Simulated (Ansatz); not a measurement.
Stackings of close-packed layers of LiH (capitals for Li, lower case for the other element), each relaxed to a stress under 0.05 GPa; energies count from the stacking AcBaCb (Fm-3m).

All numbers below come from Ansatz 0.2.0, DFT PBE, scalar-relativistic, plane waves, PAW.

Cutoff 420 eV, Gaussian smearing of 0.02 eV, energies at zero smearing, symmetry of each start kept, no spin polarisation.

Q: Order these by excess energy, lowest first.
A. AcBaCbAbCbAbCb
B. AcBcAbCb
C. AbAc
D. AcBc
E. AcBcAcBaCb
F. AcBaCbAbCaBc

A: F (27.4 meV/atom), E (33.2 meV/atom), B (41.2 meV/atom), A (47.8 meV/atom), C (52.8 meV/atom), D (83.8 meV/atom).

| start | atoms | k mesh | excess energy (meV/atom) | spacing of like layers (Å) | a (Å) | gap on the mesh (eV) |
| --- | --- | --- | --- | --- | --- | --- |
| AbAc | 4 | 9×9×6 | 52.8 | 2.441 | 2.781 | 4.48 |
| AcBc | 4 | 9×9×6 | 83.8 | 2.471 | 2.778 | 1.50 |
| AcBcAbCb | 8 | 9×9×3 | 41.2 | 2.393 | 2.806 | 2.65 |
| AcBaCbAbCaBc | 12 | 9×9×2 | 27.4 | 2.367 | 2.815 | 2.82 |
| AcBcAcBaCb | 10 | 9×9×3 | 33.2 | 2.377 | 2.811 | 2.64 |
| AcBaCbAbCbAbCb | 14 | 9×9×2 | 47.8 | 2.405 | 2.802 | 2.10 |

The rule behind the order, tried on AcBcAbCb: A straight line of excess energy against the share of capital letters between two alike capitals (those atoms sit in trigonal prisms, the others in octahedra) through the other rows but AbAc gives 41.6 meV/atom at 50 %.

An odd mesh misses points on the zone edge, so a gap read on it can be too wide.

Cost: 6 runs of about 1.4 core-minutes in all, on Arm Neoverse V1 (shared hosts).